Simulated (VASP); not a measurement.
# Al (Fm-3m) in VASP: further runs, part 2 of 2

VASP 6.6.1. Earlier steps stand in the parts before.

## 3. Band structure, PBEsol

This run uses another cell than the first one, of 16.19 Å³/atom, 0.967 times its volume.

File INCAR:

```
SYSTEM = Al
  PREC = Accurate
  ENCUT = 520
  EDIFF = 1E-7
  ISMEAR = 1
  SIGMA = 0.1
  LREAL = .FALSE.
  LASPH = .TRUE.
  NELM = 80
  ALGO = Fast
  ISIF = 2
  LWAVE = .FALSE.
  LCHARG = .FALSE.
  GGA = PS
  NBANDS = 8
  ICORELEVEL = 1
```

File KPOINTS:

```
Automatic mesh
0
G
  16 16 16
  0 0 0
```

File POSCAR:

```
Al                                      
1.0
    0.0000000000      2.0078218401      2.0078218401
    2.0078218401      0.0000000000      2.0078218401
    2.0078218401      2.0078218401      0.0000000000
  Al            
     1
Direct
     0.0000000000000000    0.0000000000000000    0.0000000000000000
```

File KPOINTS_OPT:

```
explicit points
106
Reciprocal
 0.0000000000  0.0000000000  0.0000000000 1
 0.0555555556  0.0000000000  0.0555555556 1
 0.1111111111  0.0000000000  0.1111111111 1
 0.1666666667  0.0000000000  0.1666666667 1
 0.2222222222  0.0000000000  0.2222222222 1
 0.2777777778  0.0000000000  0.2777777778 1
 0.3333333333  0.0000000000  0.3333333333 1
 0.3888888889  0.0000000000  0.3888888889 1
 0.4444444444  0.0000000000  0.4444444444 1
 0.5000000000  0.0000000000  0.5000000000 1
 0.5000000000  0.0000000000  0.5000000000 1
 0.5000000000  0.0277777778  0.5277777778 1
 0.5000000000  0.0555555556  0.5555555556 1
 0.5000000000  0.0833333333  0.5833333333 1
 0.5000000000  0.1111111111  0.6111111111 1
 0.5000000000  0.1388888889  0.6388888889 1
 0.5000000000  0.1666666667  0.6666666667 1
 0.5000000000  0.1944444444  0.6944444444 1
 0.5000000000  0.2222222222  0.7222222222 1
 0.5000000000  0.2500000000  0.7500000000 1
 0.5000000000  0.2500000000  0.7500000000 1
 0.4861111111  0.2638888889  0.7500000000 1
 0.4722222222  0.2777777778  0.7500000000 1
 0.4583333333  0.2916666667  0.7500000000 1
 0.4444444444  0.3055555556  0.7500000000 1
 0.4305555556  0.3194444444  0.7500000000 1
 0.4166666667  0.3333333333  0.7500000000 1
 0.4027777778  0.3472222222  0.7500000000 1
 0.3888888889  0.3611111111  0.7500000000 1
 0.3750000000  0.3750000000  0.7500000000 1
 0.3750000000  0.3750000000  0.7500000000 1
 0.3333333333  0.3333333333  0.6666666667 1
 0.2916666667  0.2916666667  0.5833333333 1
 0.2500000000  0.2500000000  0.5000000000 1
 0.2083333333  0.2083333333  0.4166666667 1
 0.1666666667  0.1666666667  0.3333333333 1
 0.1250000000  0.1250000000  0.2500000000 1
 0.0833333333  0.0833333333  0.1666666667 1
 0.0416666667  0.0416666667  0.0833333333 1
 0.0000000000  0.0000000000  0.0000000000 1
 0.0000000000  0.0000000000  0.0000000000 1
 0.0555555556  0.0555555556  0.0555555556 1
 0.1111111111  0.1111111111  0.1111111111 1
 0.1666666667  0.1666666667  0.1666666667 1
 0.2222222222  0.2222222222  0.2222222222 1
 0.2777777778  0.2777777778  0.2777777778 1
 0.3333333333  0.3333333333  0.3333333333 1
 0.3888888889  0.3888888889  0.3888888889 1
 0.4444444444  0.4444444444  0.4444444444 1
 0.5000000000  0.5000000000  0.5000000000 1
 0.5000000000  0.5000000000  0.5000000000 1
 0.5138888889  0.4722222222  0.5138888889 1
 0.5277777778  0.4444444444  0.5277777778 1
 0.5416666667  0.4166666667  0.5416666667 1
 0.5555555556  0.3888888889  0.5555555556 1
 0.5694444444  0.3611111111  0.5694444444 1
 0.5833333333  0.3333333333  0.5833333333 1
 0.5972222222  0.3055555556  0.5972222222 1
 0.6111111111  0.2777777778  0.6111111111 1
 0.6250000000  0.2500000000  0.6250000000 1
 0.6250000000  0.2500000000  0.6250000000 1
 0.6111111111  0.2500000000  0.6388888889 1
 0.5972222222  0.2500000000  0.6527777778 1
 0.5833333333  0.2500000000  0.6666666667 1
 0.5694444444  0.2500000000  0.6805555556 1
 0.5555555556  0.2500000000  0.6944444444 1
 0.5416666667  0.2500000000  0.7083333333 1
 0.5277777778  0.2500000000  0.7222222222 1
 0.5138888889  0.2500000000  0.7361111111 1
 0.5000000000  0.2500000000  0.7500000000 1
 0.5000000000  0.2500000000  0.7500000000 1
 0.5000000000  0.2777777778  0.7222222222 1
 0.5000000000  0.3055555556  0.6944444444 1
 0.5000000000  0.3333333333  0.6666666667 1
 0.5000000000  0.3611111111  0.6388888889 1
 0.5000000000  0.3888888889  0.6111111111 1
 0.5000000000  0.4166666667  0.5833333333 1
 0.5000000000  0.4444444444  0.5555555556 1
 0.5000000000  0.4722222222  0.5277777778 1
 0.5000000000  0.5000000000  0.5000000000 1
 0.5000000000  0.5000000000  0.5000000000 1
 0.4861111111  0.4861111111  0.5277777778 1
 0.4722222222  0.4722222222  0.5555555556 1
 0.4583333333  0.4583333333  0.5833333333 1
 0.4444444444  0.4444444444  0.6111111111 1
 0.4305555556  0.4305555556  0.6388888889 1
 0.4166666667  0.4166666667  0.6666666667 1
 0.4027777778  0.4027777778  0.6944444444 1
 0.3888888889  0.3888888889  0.7222222222 1
 0.3750000000  0.3750000000  0.7500000000 1
 0.6250000000  0.2500000000  0.6250000000 1
 0.6111111111  0.2222222222  0.6111111111 1
 0.5972222222  0.1944444444  0.5972222222 1
 0.5833333333  0.1666666667  0.5833333333 1
 0.5694444444  0.1388888889  0.5694444444 1
 0.5555555556  0.1111111111  0.5555555556 1
 0.5416666667  0.0833333333  0.5416666667 1
 0.5277777778  0.0555555556  0.5277777778 1
 0.5138888889  0.0277777778  0.5138888889 1
 0.5000000000  0.0000000000  0.5000000000 1
 0.0000000000  0.0000000000  0.0000000000 1
 0.3750000000  0.3750000000  0.7500000000 1
 0.5000000000  0.5000000000  0.5000000000 1
 0.6250000000  0.2500000000  0.6250000000 1
 0.5000000000  0.2500000000  0.7500000000 1
 0.5000000000  0.0000000000  0.5000000000 1
```

Potentials or basis: VASP PAW PBE potentials, release 64 (Al).

Started as:

```bash
cat potpaw_PBE.64/Al/POTCAR > POTCAR
mpirun -np 1 vasp_std > vasp.out
```

OUTCAR:

```text
SYSTEM = Al
   PREC = Accurate
   ENCUT = 520
   EDIFF = 1E-7
   ISMEAR = 1
   LREAL = .FALSE.
   LASPH = .TRUE.
   NELM = 80
   ISIF = 2
   GGA = PS

 ion  position               nearest neighbor table
   1  0.000  0.000  0.000-

  LATTYP: Found a face centered cubic cell.
 ALAT       =     4.0156436802

  Lattice vectors:

 A1 = (   0.0000000000,   2.0078218401,   2.0078218401)
 A2 = (   2.0078218401,   0.0000000000,   2.0078218401)
 A3 = (   2.0078218401,   2.0078218401,   0.0000000000)

Analysis of symmetry for initial positions (statically):
=====================================================================
 Subroutine PRICEL returns:
 Original cell was already a primitive cell.

 Routine SETGRP: Setting up the symmetry group for a
 face centered cubic supercell.

 Subroutine GETGRP returns: Found 48 space group operations
 (whereof 48 operations were pure point group operations)
 out of a pool of 48 trial point group operations.

The static configuration has the point symmetry O_h .

Analysis of symmetry for dynamics (positions and initial velocities):
=====================================================================
 Subroutine PRICEL returns:
 Original cell was already a primitive cell.

 Routine SETGRP: Setting up the symmetry group for a
 face centered cubic supercell.

 Subroutine GETGRP returns: Found 48 space group operations
 (whereof 48 operations were pure point group operations)
 out of a pool of 48 trial point group operations.

The dynamic configuration has the point symmetry O_h .

 Subroutine INISYM returns: Found 48 space group operations
 (whereof 48 operations are pure point group operations),
 and found     1 'primitive' translations

----------------------------------------------------------------------------------------

                                     Primitive cell

  volume of cell :      16.1885

  direct lattice vectors                    reciprocal lattice vectors
     0.000000000  2.007821840  2.007821840    -0.249026079  0.249026079  0.249026079
     2.007821840  0.000000000  2.007821840     0.249026079 -0.249026079  0.249026079
     2.007821840  2.007821840  0.000000000     0.249026079  0.249026079 -0.249026079

  length of vectors
     2.839488877  2.839488877  2.839488877     0.431325821  0.431325821  0.431325821

  position of ions in fractional coordinates (direct lattice)
     0.000000000  0.000000000  0.000000000

  ion indices of the primitive-cell ions
   primitive index   ion index
                 1           1

----------------------------------------------------------------------------------------

 KPOINTS: Automatic mesh

Automatic generation of k-mesh.
 Grid dimensions read from file:
 generate k-points for:   16   16   16

 Generating k-lattice:

  Cartesian coordinates                     Fractional coordinates (reciprocal lattice)
    -0.015564130  0.015564130  0.015564130     0.062500000  0.000000000  0.000000000
     0.015564130 -0.015564130  0.015564130     0.000000000  0.062500000  0.000000000
     0.015564130  0.015564130 -0.015564130     0.000000000  0.000000000  0.062500000

  Length of vectors
     0.026957864  0.026957864  0.026957864

  Shift w.r.t. Gamma in fractional coordinates (k-lattice)
     0.000000000  0.000000000  0.000000000

 Subroutine IBZKPT returns following result:
 ===========================================

 Found    145 irreducible k-points:

 Following reciprocal coordinates:
            Coordinates               Weight
  0.000000  0.000000  0.000000      1.000000
  0.062500  0.000000  0.000000      8.000000
  0.125000  0.000000  0.000000      8.000000
  0.187500  0.000000  0.000000      8.000000
  0.250000  0.000000  0.000000      8.000000
  0.312500  0.000000  0.000000      8.000000
[... 16 lines left out ...]
 -0.125000  0.062500  0.000000     24.000000
 -0.062500  0.062500  0.000000     12.000000
 [... further k-points ...]
   k-points           NKPTS =    145   k-points in BZ     NKDIM =    145   number of bands    NBANDS=      8
   number of dos      NEDOS =    301   number of ions     NIONS =      1
   total plane-waves  NPLWV =  13824
   dimension x,y,z NGX =    24 NGY =   24 NGZ =   24
   dimension x,y,z NGXF=    48 NGYF=   48 NGZF=   48
   ions per type =               1
   NGX,Y,Z   is equivalent  to a cutoff of  14.05, 14.05, 14.05 a.u.
   NGXF,Y,Z  is equivalent  to a cutoff of  28.10, 28.10, 28.10 a.u.
 SYSTEM =  Al
   PREC   = accura    normal or accurate (medium, high low for compatibility)
   ISTART =      0    job   : 0-new  1-cont  2-samecut
   ICHARG =      2    charge: 1-file 2-atom 10-const
   ISPIN  =      1    spin polarized calculation?
   LNONCOLLINEAR =      F non collinear calculations
   LSORBIT =      F    spin-orbit coupling
   LASPH  =      T    aspherical Exc in radial PAW
   ENCUT  =  520.0 eV  38.22 Ry    6.18 a.u.   5.28  5.28  5.28*2*pi/ulx,y,z
   NELM   =     80;   NELMIN=  2; NELMDL= -5     # of ELM steps
   EDIFF  = 0.1E-06   stopping-criterion for ELM
   LREAL  =      F    real-space projection
   EDIFFG = 0.1E-05   stopping-criterion for IOM
   NSW    =      0    number of steps for IOM
   IBRION =     -1    ionic relax: 0-MD 1-quasi-New 2-CG
   NFREE  =      0    steps in history (QN), initial steepest desc. (CG)
   ISIF   =      2    stress and relaxation
   ISYM   =      2    0-nonsym 1-usesym 2-fastsym
   POTIM  = 0.5000    time-step for ionic-motion
   TEBEG  =    0.0;   TEEND  =   0.0 temperature during run
   PSTRESS=    0.0 pullay stress
   NELECT =       3.0000    total number of electrons
   NUPDOWN=      -1.0000    fix difference up-down
   EMIN   =  10.00;   EMAX   =-10.00  energy-range for DOS
   EFERMI =   0.00;   METHOD = LEGACY
   ISMEAR =     1;   SIGMA  =   0.10  broadening in eV -4-tet -1-fermi 0-gaus
   EFERMI_NEDOS =   21; number of points for ismear=-14 and -15
   IALGO  =     68    algorithm
   IMIX   =      4    mixing-type and parameters
     AMIX     =   0.40;   BMIX     =  1.00
     AMIX_MAG =   1.60;   BMIX_MAG =  1.00
  volume/ion in A,a.u.               =      16.19       109.25
  Fermi-wavevector in a.u.,A,eV,Ry     =   0.933355  1.763785 11.852730  0.871151
  Thomas-Fermi vector in A             =   2.060048
   LORBIT       =      0    0 simple, 1 ext, 2 COOP (PROOUT), +10 PAW based schemes
   GGA     = PS    functional components
   LHFCALC =     F    Hartree Fock is set to
   AEXX    =    0.0000 exact exchange contribution
   IVDW    =     0    specifies the selected vdW correction
   LEPSILON=     F    determine dielectric tensor
   LRPA    =     F    only Hartree local field effects (RPA)
 non-spin polarized calculation
 RMM-DIIS sequential band-by-band and
 Methfessel and Paxton  Order N= 1 SIGMA  =   0.10
  energy-cutoff  :      520.00
  volume of cell :       16.19
 maximum number of plane-waves:       448
 NGX is ok and might be reduce to    24
   NGX = 11   NGY = 11   NGZ = 11

 number of electron       3.0000000 magnetization

 Free energy of the ion-electron system (eV)
  ---------------------------------------------------
  ext. energy  EPLUGINS =         0.00000000
  ---------------------------------------------------
  free energy    TOTEN  =        -4.09783531 eV

  energy without entropy =       -4.09817258  energy(sigma->0) =       -4.09794773

 the core state eigenenergies are
   1-  1s  -1497.9524  2s    -95.2044  2p    -56.6631

 E-fermi :   8.1829     XC(G=0): -10.3265

 val. band max:        8.1452401247   @ k =  -0.2500   0.3125   0.1250
 cond. band min:       8.2673663585   @ k =   0.4375   0.4375   0.0000
 fundamental gap:      0.1221262337
 Fermi energy:         8.1828652373

 k-point     1 :       0.0000    0.0000    0.0000
  band No.  band energies     occupation
      1      -3.1125      2.00000
      2      20.8502      0.00000
      3      20.8502      0.00000
      4      20.8502      0.00000
      5      22.4869      0.00000
      6      22.4869      0.00000
      7      22.4869      0.00000
      8      24.7728      0.00000
[... 265 lines left out ...]
 k-point    26 :       0.1875    0.1250    0.0000
  band No.  band energies     occupation
      1      -2.1479      2.00000
      2      15.9122      0.00000
      3      17.5456      0.00000
      4      18.6869      0.00000
      5      21.2760      0.00000
      6      21.4814      0.00000
      7      26.4374      0.00000
      8      26.9584      0.00000

 k-point    27 :       0.2500    0.1250    0.0000
  band No.  band energies     occupation
      1      -1.5440      2.00000
      2      13.4995      0.00000

------------------------ aborting loop because EDIFF is reached ----------------------------------------

  FORCE on cell =-STRESS in cart. coord.  units (eV):
  Direction    XX          YY          ZZ          XY          YZ          ZX
  --------------------------------------------------------------------------------------
  -------------------------------------------------------------------------------------
  Total        0.0001232      0.0001232      0.0001232     -0.0000000      0.0000000      0.0000000
  in kB        0.0121956      0.0121956      0.0121956     -0.0000000      0.0000000      0.0000000
  external PRESSURE =       0.0121956 kB  Pullay stress =       0.0000000 kB

 VOLUME and BASIS-vectors are now :
 -----------------------------------------------------------------------------
  energy-cutoff  :      520.00
  volume of cell :       16.19
      direct lattice vectors                 reciprocal lattice vectors
     0.000000000  2.007821840  2.007821840    -0.249026079  0.249026079  0.249026079
     2.007821840  0.000000000  2.007821840     0.249026079 -0.249026079  0.249026079
     2.007821840  2.007821840  0.000000000     0.249026079  0.249026079 -0.249026079

 POSITION                                       TOTAL-FORCE (eV/Angst)
 -----------------------------------------------------------------------------------
      0.00000      0.00000      0.00000         0.000000      0.000000      0.000000
 -----------------------------------------------------------------------------------
    total drift:                                0.000000      0.000000     -0.000000

  FREE ENERGIE OF THE ION-ELECTRON SYSTEM (eV)
  ---------------------------------------------------
  free  energy   TOTEN  =        -4.0978353078 eV

  energy  without entropy=       -4.0981725793  energy(sigma->0) =       -4.09794773
```

It took 15 s on 1 thread of Intel Xeon Platinum 8259CL at 2.50GHz (Skylake/Cascade Lake), shared host; peak memory 0.15 GiB.

Results:

```
Free energy             : -4.0978 eV
Pressure                : 0.0 GPa
Band gap along the path : none (metal or under the smearing width)
```

Levels at the corners of the path, in eV from the Fermi level:
```tsv
point	band 1	band 2	band 3	band 4	band 5	band 6	band 7
Γ	-11.30	12.67	12.67	12.67	14.30	14.30	14.30
X	-3.00	-1.65	5.22	5.64	5.64	9.20	25.59
X	-3.00	-1.65	5.22	5.64	5.64	9.20	25.59
W	-0.90	-0.90	0.09	1.18	15.94	15.94	16.56
W	-0.90	-0.90	0.09	1.18	15.94	15.94	16.56
K	-1.95	-1.43	-0.40	6.62	8.27	15.84	21.99
K	-1.95	-1.43	-0.40	6.62	8.27	15.84	21.99
Γ	-11.30	12.67	12.67	12.67	14.30	14.30	14.30
Γ	-11.30	12.67	12.67	12.67	14.30	14.30	14.30
L	-4.70	-4.44	11.49	11.49	11.57	11.57	15.21
L	-4.70	-4.44	11.49	11.49	11.57	11.57	15.21
U	-1.95	-1.43	-0.40	6.62	8.27	15.84	21.99
U	-1.95	-1.43	-0.40	6.62	8.27	15.84	21.99
W	-0.90	-0.90	0.09	1.18	15.94	15.94	16.56
W	-0.90	-0.90	0.09	1.18	15.94	15.94	16.56
L	-4.70	-4.44	11.49	11.49	11.57	11.57	15.21
L	-4.70	-4.44	11.49	11.49	11.57	11.57	15.21
K	-1.95	-1.43	-0.40	6.62	8.27	15.84	21.99
U	-1.95	-1.43	-0.40	6.62	8.27	15.84	21.99
X	-3.00	-1.65	5.22	5.64	5.64	9.20	25.59
```

Core levels (eV, on the scale of the bands):
| atom | levels |
| --- | --- |
| 1 Al | 1s -1498.0, 2s -95.2, 2p -56.7 |

Caveat: the PAW data sets were made with another functional, which shifts forces and pressure a little.
